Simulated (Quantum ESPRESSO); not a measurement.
## Ti in Quantum ESPRESSO: the effect of target pressure

Ti:

```xyz
2
Lattice="2.9500 0.0000 0.0000 -1.4750 2.5548 0.0000 0.0000 0.0000 4.6800" Properties=species:S:1:pos:R:3 pbc="T T T"
Ti    1.4750    0.8516    3.5100
Ti    0.0000    1.7032    1.1700
```

Alike in all runs:

```yaml
Program: Quantum ESPRESSO 7.5
Task: phonons
Functional: LDA
Potentials_or_basis: GBRV 1.5 LDA
Cutoff: 612 eV
Density_cutoff: 4898 eV
k_mesh: 7 × 7 × 4
Occupations: cold, width 0.2 eV
Spin: no spin polarisation
```

Each run relaxes the cell or the atoms first.

```csv
target pressure,relaxed volume (Å³/atom),highest phonon frequency (cm⁻¹)
-3 GPa,16.52,205
0 GPa,16.12,220
3 GPa,15.76,232
8 GPa,15.23,249
15 GPa,?,?
```

What does the run with target pressure 15 GPa give?

Relaxed volume 14.59 Å³/atom; highest phonon frequency 269 cm⁻¹.

Worked out: In Murnaghan's law V^(-B') rises as a straight line in P. The other rows fit best with B' = 3.4, V0 = 16.12 Å³/atom and B0 = 128 GPa, which gives 14.60 Å³/atom at 15 GPa, against the run's 14.59. A parabola through the other rows of the highest phonon frequency, of slope 1.28 cm⁻¹ per GPa there, extrapolates to 263 cm⁻¹, against the run's 269.

Caveats: the mesh is thin for the phonons of a metal; the cell is more than 3 GPa from zero pressure, which shifts response properties (some runs); the volume moved by over 15 % at a fixed basis, so the end points are rough (some runs).
